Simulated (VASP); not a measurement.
A run of VASP 6.6.1 is set up as follows.

File INCAR:

```
PREC = Accurate
ENCUT = 520
EDIFF = 1E-7
ISMEAR = 1
SIGMA = 0.1
LREAL = F
LASPH = T
NELM = 120
ALGO = Normal
ISIF = 2
LWAVE = F
LCHARG = F
LDIPOL = T
IDIPOL = 3
DIPOL = 0.5 0.5 0.500
GGA = PE
IBRION = 2
NSW = 90
EDIFFG = -0.02
KPAR = 2
```

Contents of KPOINTS:

```
regular mesh
0
Gamma
  14 14 1
```

POSCAR

```
Ru
1.0
    2.7193470000      0.0000000000      0.0000000000
   -1.3596735000      2.3550235400      0.0000000000
    0.0000000000      0.0000000000     27.5564212900
Ru
4
Selective dynamics
Direct
    0.3333330000      0.6666670000      0.3830662900  F F F
    0.6666670000      0.3333330000      0.4610221000  T T T
    0.3333330000      0.6666670000      0.5389779000  T T T
    0.6666670000      0.3333330000      0.6169337100  T T T
```

Potentials or basis: VASP PAW PBE potentials, release 64 (Ru_pv).

Run with:

```sh
$ cat potpaw_PBE.64/Ru_pv/POTCAR > POTCAR
$ mpirun -np 2 vasp_std > vasp.out
```

(1) Estimate the energy gained by relaxing.

(2) What does it give for the band gap on the k mesh?

Answers

(1) 13.4 meV/atom.

(2) none (metal or under the smearing width).
